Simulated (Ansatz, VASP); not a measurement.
**Two plane-wave programs on GaSb**

The input POSCAR:

```
GaSb
1.0
    0.0000000000      3.0032981815      3.0032981815
    3.0032981815      0.0000000000      3.0032981815
    3.0032981815      3.0032981815      0.0000000000
Ga Sb
1 1
Direct
    0.0000000000      0.0000000000      0.0000000000
    0.2500000000      0.2500000000      0.2500000000
```

The input INCAR.step1:

```
ALGO = Normal
EDIFF = 1E-4
ENCUT = 520
GGA = PE
ISMEAR = -1
LASPH = T
LCHARG = F
LREAL = F
LWAVE = T
NBANDS = 16
NELM = 80
PREC = Accurate
SIGMA = 0.02
```

Contents of INCAR.step2:

```
ALGO = Normal
EDIFF = 1E-7
ENCUT = 520
ISIF = 2
ISMEAR = -1
ISTART = 1
LASPH = T
LCHARG = T
LELF = T
LMIXTAU = T
LREAL = F
LVHAR = T
LWAVE = F
METAGGA = R2SCAN
NBANDS = 16
NELM = 80
PREC = Accurate
SIGMA = 0.02
```

File KPOINTS:

```
k-points
0
Gamma
  6 6 6
```

Input for Ansatz:

```yaml
crystal:
  lattice:
    - [0.0, 3.0032981815, 3.0032981815]
    - [3.0032981815, 0.0, 3.0032981815]
    - [3.0032981815, 3.0032981815, 0.0]
  atoms:
    - { symbol: Ga, position: [0.0, 0.0, 0.0] }
    - { symbol: Sb, position: [0.25, 0.25, 0.25] }
kpoints:
  mp_grid: { grid: [6, 6, 6] }
hamiltonian:
  xc: r2scan
scf:
  occupations: { method: fermi_dirac, width: 0.02 }
  n_extra_bands: 4
output:
  forces: true
  stress: true
  eigenvalues: true
```

Alike in both runs: task single point; functional r2SCAN; k mesh 6 × 6 × 6; occupations fermi-dirac, width 0.02 eV; no spin polarisation.

```csv
,VASP,Ansatz
version,VASP 6.6.1,Ansatz 0.2.0
potentials or method,"VASP PAW PBE potentials, release 64 (Ga_d, Sb)","plane waves, PAW"
plane-wave cutoff (eV),520,500
valence electrons in the cell,18,28
```

|  | VASP | Ansatz | Ansatz less VASP |
| --- | --- | --- | --- |
| gap on the k mesh at the Fermi level (eV) | 0.81 | 0.83 | +0.015 |
| pressure (GPa) | 4.0 | 3.8 | -0.13 |

The two sets of potentials don't hold the same shells in valence.

Caveats: the PAW data sets were made with another functional, which shifts forces and pressure a little (VASP); spin-orbit coupling is left out, which moves the levels of the heavy elements. r2SCAN opens gaps a little over a GGA but as a rule still falls short of measured ones. A k mesh can miss the band edges.
